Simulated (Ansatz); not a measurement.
Theory: DFT PBE, scalar-relativistic, plane waves, PAW (Ansatz). Settings: cutoff 420 eV, Γ-centred meshes spaced at most about 0.3 Å⁻¹, and about 0.25 Å⁻¹ or finer for metals (2π included), Gaussian smearing. No spin polarisation.

Each guess is relaxed in cell and atoms at zero pressure, on a coarse mesh first where it starts far from rest and then on a converged one. The steps can't lower the symmetry of the start, but it can rise. Energies are static (0 K, no zero-point motion).

Two unrelaxed guesses for Sn2Se:

A.

```yaml
crystal:
  lattice:
    - [0.00000, 3.60566, 3.60566]
    - [3.60566, 0.00000, 3.60566]
    - [3.60566, 3.60566, 0.00000]
  atoms:
    - { symbol: Sn, position: [0.25000, 0.25000, 0.25000] }
    - { symbol: Sn, position: [0.75000, 0.75000, 0.75000] }
    - { symbol: Se, position: [0.50000, 0.50000, 0.50000] }
```

B.

```yaml
crystal:
  lattice:
    - [3.96499, 0.00000, 0.00000]
    - [-1.98249, 3.43378, 0.00000]
    - [0.00000, 0.00000, 6.12803]
  atoms:
    - { symbol: Sn, position: [0.00000, 0.00000, 0.82274] }
    - { symbol: Sn, position: [0.00000, 0.00000, 0.17726] }
    - { symbol: Se, position: [0.00000, 0.00000, 0.50000] }
```

Question: Where do they end, and which end is lower?

Answer: B ends lower, by 83 meV/atom. A: Fm-3m at 31.3 Å³/atom → Fm-3m (anti-fluorite type) at 30.8 Å³/atom; B: P6/mmm at 27.8 Å³/atom → P6/mmm at 27.0 Å³/atom. Counting Se atoms around Sn (those within 1.25 times the shortest such distance or 1.15 times the sum of covalent radii; the shortest distance is added where it is long for a bond), the end of A has Sn 4 from 3.1 Å and the end of B has Sn 1. End of A. Conventional cell: a = 7.175 Å. Around Sn lie 4 Se at 3.11 Å and 6 Sn at 3.59 Å; Se has 8 Sn at 3.11 Å. End of B. Conventional cell: a = 3.248 Å, c = 8.878 Å. Sn is surrounded by 1 Se at 2.82 Å and 7 Sn at 3.23–3.25 Å; Se is surrounded by 2 Sn at 2.82 Å and 6 Se at 3.25 Å.

Ends held by symmetry can be saddle points. Neither end is the lowest form computed: that has space group P4/nmm (No. 129) and lies 0.32 eV/atom below the better end. Even the lowest of the cells shown lies +0.11 eV/atom against the elements. Some types were kept out of the candidates beforehand, so the set may lack a known form.
